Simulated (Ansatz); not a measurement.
# What LaGaS3 (model cell, started as cubic perovskite with Ga in the octahedra) distorts into, part 2 of 3

Wanted: the energy along a soft mode of LaGaS3 (model cell, started as cubic perovskite with Ga in the octahedra) and the structure at the end.

Ansatz 0.2.0; DFT PBEsol, scalar-relativistic, plane waves, PAW; PAW set soft_1.

So far, highest frequency on the path or at a solved wavevector (cm⁻¹): step 2 (response at finite wavevector) 431. Also lowest frequency on the path (cm⁻¹): step 2 -185.

The structure was built from a prototype and need not be the compound's stable phase.

**4. The mode frozen in, largest atomic shift 0.45 Å**

The atoms are moved along the unstable eigenvector, the largest shift by 0.45 Å, with the cell fixed.

File input.yaml:

```yaml
crystal:
  lattice:
    - [4.6785878409, 4.6785878409, 0.0]
    - [4.6785878409, 0.0, 4.6785878409]
    - [4.6785878409, 0.0, -4.6785878409]
  atoms:
    - { symbol: La, position: [0.0, 0.5, 0.5] }
    - { symbol: La, position: [0.0, 0.0, 1.0] }
    - { symbol: Ga, position: [0.5, 0.25, 0.75] }
    - { symbol: Ga, position: [0.5, 0.75, 0.25] }
    - { symbol: S, position: [0.5680115587, 0.5, 0.5] }
    - { symbol: S, position: [0.4319884413, 0.0, 0.0] }
    - { symbol: S, position: [0.0, 0.5680115587, 0.0] }
    - { symbol: S, position: [0.0, -0.0680115587, 0.5] }
    - { symbol: S, position: [0.5680115587, 0.4319884413, 0.0] }
    - { symbol: S, position: [0.4319884413, 0.0680115587, 0.5] }
kpoints:
  mp_grid: { grid: [8, 8, 8] }
hamiltonian:
  xc: pbesol
  pseudopotentials: { kind: paw, azcp: { folder: soft_1 }, xc_functional: pbe }
scf:
  occupations: { method: methfessel_paxton, width: 0.2 }
output:
  forces: true
  stress: true
  eigenvalues: true
```

Command:

```bash
$ ansatz run input.yaml --threads 8 --pin off --max-ram 16384MiB --backend cpu --events-out ev --progress --plain --runs-dir out
```

Numbers of over 12 decimals in the logs are rounded to 6 here.

The program printed:

```text
[...]
Crystal: 10 atoms, lattice volume = 204.821 Å³
Basis set: ecut = 420 eV, 4015 PW (Γ), exchange–correlation on 90×90×90 points (8 copies of the dense FFT grid, shifted against one another)
Bands: 52, of which v1, the nominal top of the filled ones, is band 42 counted from 1 (41 counted from 0)
Symmetry: 12 space group operations
[...]
k-points: 65 of 512
[...]
k-point 0: bands = [... 38 lower, 8.4721, 8.5714, 8.5714, 8.8176, 9.4086, 11.2478, 11.2478, 11.4367, ... 6 higher]
  k-point 1: bands = [... 38 lower, 8.4429, 8.4654, 8.4654, 8.4720, 9.5865, 11.2626, 11.2626, 11.4416, ... 6 higher]
  k-point 2: bands = [... 38 lower, 8.0976, 8.0976, 8.3700, 8.3700, 9.9845, 11.3677, 11.3677, 11.4035, ... 6 higher]
  k-point 64: bands = [... 38 lower, 7.7662, 8.0355, 8.0911, 8.8139, 11.1832, 11.2697, 11.3690, 11.4056, ... 6 higher]
[key lines of the parts left out:]
SCF converged after 10 iterations
Free energy (F): -25131.546558 eV
Fermi energy:    9.203428 eV
P = ⅓ Tr σ = 0.6584 GPa (6.584 kbar)
```

Elapsed: 9.7 s, on 8 threads of Arm Neoverse V1, shared host; peak memory 1.1 GiB; 74 s of CPU time.

Numbers from this step:

| Quantity | Value |
| --- | --- |
| pressure | 0.6584 GPa |
| gap on the k-mesh | 0.5147 eV |
| energy from the undistorted cell | -141.0 meV/atom |

The energy, extrapolated to zero smearing, is -141.03 meV/atom against the undistorted cell.

The run ends at a pressure of 0.66 GPa, with forces up to 0.37 eV/Å.

**5. Energy along the mode, all amplitudes (two of the runs are shown above)**

An imaginary frequency means negative curvature, so the energy should fall and then rise again as anharmonic terms take over.

Numbers from this step:

| Item | Value |
| --- | --- |
| depth at the lowest point sampled | 141.0 meV/atom |
| largest atomic shift at that point | 0.45 Å |

Table of energy from the parent by largest atomic shift:

```csv
largest atomic shift (Å),energy from the parent (meV/atom)
0.000,0
0.040,-2.02
0.080,-8.02
0.140,-23.9
0.220,-54.3
0.320,-97.2
0.450,-141
0.600,-138
```

Displacement at unit largest shift by atom:

```csv
atom,x (Å),y (Å),z (Å),size
La1,0.000,0.000,0.000,0.000
La2,0.000,0.000,0.000,0.000
Ga3,0.000,0.000,0.000,0.000
Ga4,0.000,0.000,0.000,0.000
S5,0.707,0.707,0.000,1.000
S6,-0.707,-0.707,0.000,1.000
S7,0.707,0.000,0.707,1.000
S8,-0.707,0.000,-0.707,1.000
S9,0.000,0.707,-0.707,1.000
S10,0.000,-0.707,0.707,1.000
```

The lowest of the steps tried is at 0.45 Å, 141 meV/atom below the parent; the bottom of the well need not coincide with a step.

**6. Relaxing from the distorted cell**

Starting from the lowest point found, all atoms and the cell are let go, so that strain and other modes of the same symmetry can join in.

Changes to input.yaml since step 4:

```diff
@@ -27 +27,6 @@
   eigenvalues: true
+relax:
+  adjacent_minimum: "off"
+  f_tol: 0.002
+  max_steps: 120
+  cell: { stress_tol: 0.03 }
```

The program printed:

```text
[...]
Crystal: 10 atoms, lattice volume = 204.821 Å³
Basis set: ecut = 420 eV, 4015 PW (Γ), exchange–correlation on 90×90×90 points (8 copies of the dense FFT grid, shifted against one another)
Bands: 52, of which v1, the nominal top of the filled ones, is band 42 counted from 1 (41 counted from 0)
Symmetry: 12 space group operations
[...]
k-points: 65 of 512
[...]
SCF iter   1: F=—  HF=-25133.104142 eV  |F-HF|=—  |Δ(HF+E_count)|=         —  Δρ=4.44e-2  dr2=7.41e0  ethr=3.10e-3  ⟨swp⟩=6.0  Hψ=12707  notcnv=0
[...]
SCF iter  10: F=-25131.546558 eV  HF=-25131.546558 eV  |F-HF|=1.33e-9  |Δ(HF+E_count)|=   6.07e-7  S|Δr|=    0.00e0  Δρ=1.24e-6  dr2=3.38e-9  ethr=1.19e-10  ⟨swp⟩=16.7  Hψ=25879  notcnv=0
SCF 1 converged in 10 iterations: F = -25131.546558 eV  dr2 = 3.38e-9
[...]
relax step   1: F+E_penalty+E_count = -25131.54655822 eV  Δ(F+E_penalty+E_count) = +0.000e0 eV  max|allowed force component| = 2.583e-1 eV/Å  Δτ_max = 0.0000 Å  P = +0.658 GPa  Ω = 204.821 Å³  (10 SCF iters, dr2 threshold 1.00e-7 eV, accepted)
Crystal: 10 atoms, lattice volume = 203.756 Å³
Basis set: ecut = 420 eV, 4043 PW (Γ), exchange–correlation on 90×90×90 points (8 copies of the dense FFT grid, shifted against one another)
[...]
SCF iter   6: F=-25131.878485 eV  HF=-25131.878485 eV  |F-HF|=3.47e-7  |Δ(HF+E_count)|=   1.62e-5  S|Δr|=    0.00e0  Δρ=2.17e-5  dr2=9.71e-7  ethr=1.19e-9  ⟨swp⟩=13.6  Hψ=26116  notcnv=0
SCF 2 converged in 6 iterations: F = -25131.878485 eV  dr2 = 9.71e-7
relax step   2: F+E_penalty+E_count = -25131.87848487 eV  Δ(F+E_penalty+E_count) = -3.319e-1 eV  max|allowed force component| = 9.884e-2 eV/Å  Δτ_max = 0.0905 Å  P = +0.822 GPa  Ω = 203.756 Å³  energy of the carried Pulay correction = +1.752e-4 eV  (6 SCF iters, dr2 threshold 1.00e-6 eV, accepted)
Crystal: 10 atoms, lattice volume = 207.139 Å³
Basis set: ecut = 420 eV, 4091 PW (Γ), exchange–correlation on 90×90×90 points (8 copies of the dense FFT grid, shifted against one another)
[...]
SCF iter   6: F=-25131.913022 eV  HF=-25131.913022 eV  |F-HF|=9.34e-8  |Δ(HF+E_count)|=   8.93e-7  S|Δr|=    0.00e0  Δρ=1.29e-5  dr2=2.58e-7  ethr=1.19e-9  ⟨swp⟩=14.6  Hψ=23765  notcnv=0
SCF 3 converged in 6 iterations: F = -25131.913022 eV  dr2 = 2.58e-7
relax step   3: F+E_penalty+E_count = -25131.91302159 eV  Δ(F+E_penalty+E_count) = -3.454e-2 eV  max|allowed force component| = 3.019e-2 eV/Å  Δτ_max = 0.0517 Å  P = -0.593 GPa  Ω = 207.139 Å³  energy of the carried Pulay correction = -3.783e-4 eV  (6 SCF iters, dr2 threshold 1.00e-6 eV, accepted)
[...]
relax step   4: F+E_penalty+E_count = -25131.91749435 eV  Δ(F+E_penalty+E_count) = -4.473e-3 eV  max|allowed force component| = 3.983e-3 eV/Å  Δτ_max = 0.0076 Å  P = +0.118 GPa  Ω = 205.202 Å³  energy of the carried Pulay correction = -6.256e-5 eV  (5 SCF iters, dr2 threshold 1.00e-6 eV, accepted)
[...]
relax step   5: F+E_penalty+E_count = -25131.91754561 eV  Δ(F+E_penalty+E_count) = -5.126e-5 eV  max|allowed force component| = 4.581e-3 eV/Å  Δτ_max = 0.0020 Å  P = -0.035 GPa  Ω = 205.553 Å³  energy of the carried Pulay correction = -1.199e-4 eV  (5 SCF iters, dr2 threshold 4.29e-8 eV, accepted)
[...]
relax step   6: F+E_penalty+E_count = -25131.91758195 eV  Δ(F+E_penalty+E_count) = -3.634e-5 eV  max|allowed force component| = 1.136e-5 eV/Å  Δτ_max = 0.0010 Å  P = -0.001 GPa  Ω = 205.494 Å³  energy of the carried Pulay correction = -1.103e-4 eV  (5 SCF iters, dr2 threshold 5.61e-9 eV, accepted)
Basis set: ecut = 420 eV, 4043 PW (Γ), exchange–correlation on 96×96×90 points (8 copies of the dense FFT grid, shifted against one another)
[...]
SCF iter   6: F=-25131.918040 eV  HF=-25131.918040 eV  |F-HF|=1.09e-11  |Δ(HF+E_count)|=  1.24e-10  S|Δr|=    0.00e0  Δρ=1.52e-7  dr2=2.05e-11  ethr=1.00e-12  ⟨swp⟩=6.2  Hψ=15309  notcnv=0
SCF 7 converged in 6 iterations: F = -25131.918040 eV  dr2 = 2.05e-11
relax step   7: F+E_penalty+E_count = -25131.91804026 eV  Δ(F+E_penalty+E_count) = -4.583e-4 eV  max|allowed force component| = 5.016e-5 eV/Å  Δτ_max = 0.0000 Å  P = +0.002 GPa  Ω = 205.494 Å³  stress off target by 4.51e-3 GPa  SCF on the basis re-selected at this cell (its energy is not comparable with the rows above)  (6 SCF iters)
basis re-selected at this cell: Δ(F+E_penalty+E_count) = -4.583e-4 eV, ΔP = +0.003 GPa vs the last step (what re-selecting the basis moved, of the pressure what is left beyond the Pulay correction that the steps carried, after the strain that the cell walked since its last selection, with what the two solves' SCF thresholds leave and, on support functions, any second-order correction that the steps lacked; it is no measure of the basis error at this ecutwfc). The dense FFT grid was sized anew with the basis: this SCF ran on 48×48×45 points, the steps before it on 45×45×45, so part of this shift can come from that change (see relax.cell in the input reference). [rest of the remark cut]
SCF converged after 6 iterations
[...]
Free energy (F): -25131.918040 eV
[...]
Internal energy: -25131.919746 eV  (E = F + TS)
E sigma→0 (E₀):  -25131.918467 eV
Entropy (-TS):   0.001706 eV (0.171 meV/atom)
Fermi energy:    9.415296 eV
[...]
--- Forces (eV/Å), atoms counted from 1 ---
  atom   1  La     0.00000000    -0.00000000    -0.00000000
  atom   2  La    -0.00000000     0.00000000     0.00000000
  atom   3  Ga     0.00000000    -0.00000000    -0.00000000
  atom   4  Ga     0.00000000     0.00000000     0.00000000
  atom   5  S      0.00005016     0.00005016     0.00000000
  atom   6  S     -0.00005016    -0.00005016    -0.00000000
  atom   7  S      0.00005016    -0.00000000     0.00005016
  atom   8  S     -0.00005016     0.00000000    -0.00005016
  atom   9  S     -0.00000000     0.00005016    -0.00005016
  atom  10  S      0.00000000    -0.00005016     0.00005016
  max |Σ_I F_I| component: 1.16e-17 eV/Å
--- Stress (GPa, compression-positive) ---
        0.001987       0.002525       0.002525
        0.002525       0.001987      -0.002525
        0.002525      -0.002525       0.001987
  P = ⅓ Tr σ = 0.0020 GPa (0.020 kbar)
--- Band table (eV; the first three rows and the last of 65) ---
  k-point 0: bands = [... 38 lower, 8.2177, 8.7068, 8.7068, 9.2303, 9.6845, 11.2187, 11.4475, 11.4475, ... 6 higher]
  k-point 1: bands = [... 38 lower, 8.0931, 8.6637, 8.6637, 8.8298, 9.8862, 11.2308, 11.4404, 11.4404, ... 6 higher]
  k-point 2: bands = [... 38 lower, 7.9197, 8.0730, 8.2534, 8.2534, 10.1692, 11.2166, 11.4836, 11.4836, ... 6 higher]
  k-point 64: bands = [... 38 lower, 7.6674, 7.8811, 8.4191, 8.8182, 11.0057, 11.1033, 11.4762, 11.4978, ... 6 higher]
--- Relaxed structure (6 steps of the walk, 6 accepted, 1 SCFs on fresh bases) ---
  F+E_penalty+E_count = -25131.91804026 eV   max|allowed force component| = 5.016e-5 eV/Å   (the final SCF, on the basis selected at the relaxed cell)
  cell:  # Å, volume = 205.4943 Å³
    - [4.843843, 4.843843, -2.7755575615628914e-17]
    - [4.843843, 0.0, 4.843843]
    - [4.534047, 0.309795, -4.534047]
  atoms:
    - { symbol: La, position: [9.540979117872439e-18, 0.500000, 0.500000] }
    - { symbol: La, position: [1.3877787807814457e-17, 0.0, 1.000000] }
    - { symbol: Ga, position: [0.5, 0.250000, 0.750000] }
    - { symbol: Ga, position: [0.500000, 0.750000, 0.250000] }
    - { symbol: S, position: [0.588200, 0.500000, 0.500000] }
    - { symbol: S, position: [0.411800, -5.283885180088259e-19, 6.058897167945824e-19] }
    - { symbol: S, position: [0.0, 0.588200, 0.0] }
    - { symbol: S, position: [6.938893903907228e-18, -0.088200, 0.500000] }
    - { symbol: S, position: [0.588200, 0.411800, -5.551115123125783e-17] }
    - { symbol: S, position: [0.411800, 0.088200, 0.500000] }
```

It took 63 s on 8 threads; peak memory 1.2 GiB; 8.1 min of CPU time.

The steps of the relaxation:

| step | energy less that of the first step (eV) | largest force component (eV/Å) | pressure (GPa) | volume (Å³) |
| --- | --- | --- | --- | --- |
| 1 | 0.0000 | 0.2583 | 0.66 | 204.82 |
| 2 | -0.3319 | 0.0988 | 0.82 | 203.76 |
| 3 | -0.3665 | 0.0302 | -0.59 | 207.14 |
| 4 | -0.3709 | 0.0040 | 0.12 | 205.20 |
| 5 | -0.3710 | 0.0046 | -0.04 | 205.55 |
| 6 | -0.3710 | 0.0000 | 0.00 | 205.49 |
| 7* | -0.3715 | 0.0001 | 0.00 | 205.49 |

Relaxation steps marked * repeat the geometry before them on a plane-wave basis chosen anew for their cell, so energy and pressure can jump there.

The run keeps the 12 symmetry operations that it works with, so distortions that break them were not tested.

```
conventional cell, symmetrised  before   after  change
                         a (Å)   6.617   6.850  +3.5 %
                         b (Å)   6.617   6.850  +3.5 %
                         c (Å)  16.207  15.170  -6.4 %
              volume (Å³/atom)   20.48   20.55  +0.3 %
```

The atoms that moved most (Å, as changes of fractional coordinates times the final cell):

```
atom      dx      dy      dz  length
 S10   0.000  -0.098   0.098   0.138
  S8  -0.098   0.000  -0.098   0.138
  S7   0.098   0.000   0.098   0.138
  S9   0.000   0.098  -0.098   0.138
  S6  -0.098  -0.098   0.000   0.138
  S5   0.098   0.098   0.000   0.138
```

Numbers from this step:

```yaml
pressure: 0.001987 GPa
volume_per_atom: 20.55 Å³
gap_on_the_k_mesh: 0.4542 eV
```

The distorted start has space group R-3c; the relaxation ends in R-3c.

**7. The new phase in its own primitive cell**

The relaxed structure is symmetrised, reduced to its primitive cell and relaxed tightly, as its phonons need.

File input.yaml:

```yaml
crystal:
  lattice:
    - [3.4251140908, 1.9774905423, 5.056606617]
    - [-3.4251140908, 1.9774905423, 5.056606617]
    - [0.0, -3.9549810846, 5.056606617]
  atoms:
    - { symbol: La, position: [0.25, 0.25, 0.25] }
    - { symbol: La, position: [0.75, 0.75, 0.75] }
    - { symbol: Ga, position: [0.5, 0.5, 0.5] }
    - { symbol: Ga, position: [0.0, 0.0, 0.0] }
    - { symbol: S, position: [0.8382002443, 0.25, 0.6617997557] }
    - { symbol: S, position: [0.1617997557, 0.75, 0.3382002443] }
    - { symbol: S, position: [0.3382002443, 0.1617997557, 0.75] }
    - { symbol: S, position: [0.6617997557, 0.8382002443, 0.25] }
    - { symbol: S, position: [0.75, 0.3382002443, 0.1617997557] }
    - { symbol: S, position: [0.25, 0.6617997557, 0.8382002443] }
kpoints:
  mp_grid: { grid: [6, 6, 6] }
hamiltonian:
  xc: pbesol
  pseudopotentials: { kind: paw, azcp: { folder: soft_1 }, xc_functional: pbe }
scf:
  occupations: { method: fixed }
output:
  forces: true
  stress: true
  eigenvalues: true
relax:
  adjacent_minimum: "off"
  f_tol: 0.001
  max_steps: 60
  cell: { stress_tol: 0.01 }
```

The program printed:

```text
[...]
Crystal: 10 atoms, lattice volume = 205.494 Å³
Basis set: ecut = 420 eV, 4043 PW (Γ), exchange–correlation on 90×90×90 points (8 copies of the dense FFT grid, shifted against one another)
Bands: 52, of which v1, the nominal top of the filled ones, is band 42 counted from 1 (41 counted from 0)
Symmetry: 12 space group operations
[...]
k-points: 32 of 216
[...]
- { symbol: Ga, position: [0.500000, 0.500000, 0.500000] }
    - { symbol: Ga, position: [0.0, 0.0, 0.0] }
    - { symbol: S, position: [0.838200, 0.250000, 0.6617997557] }
    - { symbol: S, position: [0.1617997557, 0.75, 0.338200] }
    - { symbol: S, position: [0.338200, 0.161800, 0.75] }
    - { symbol: S, position: [0.661800, 0.838200, 0.250000] }
    - { symbol: S, position: [0.75, 0.338200, 0.161800] }
    - { symbol: S, position: [0.250000, 0.661800, 0.838200] }
[key lines of the parts left out:]
SCF converged after 7 iterations
Free energy (F): -25131.918121 eV
Fermi energy:    9.230102 eV
P = ⅓ Tr σ = 0.0041 GPa (0.041 kbar)
```

It took 10 s on 8 threads; peak memory 1 GiB; 77 s of CPU time.

Little changed from the start: no atom moved by 0.005 Å and no cell edge by 0.1 %.

This step gave:

| Item | Value |
| --- | --- |
| pressure | 0.004056 GPa |
| gap on the k-mesh | 0.4545 eV |
| direct gap on mesh | 0.4545 eV |

The largest force component left is 0.11 meV/Å and the pressure is 0.004 GPa, within the tolerances set. The cell now holds 20.55 Å³/atom.

[end of part 2 of 3]

[Logs are printed without paths, hosts, clocks, repeated set-up lines and the standing remarks that a program may print on its own settings, such as how far it seeks lower states.]

[Hosts, paths, dates, database ids (printed as entryN), source tags and the programs' standing remarks are cut or masked in the printed files.]
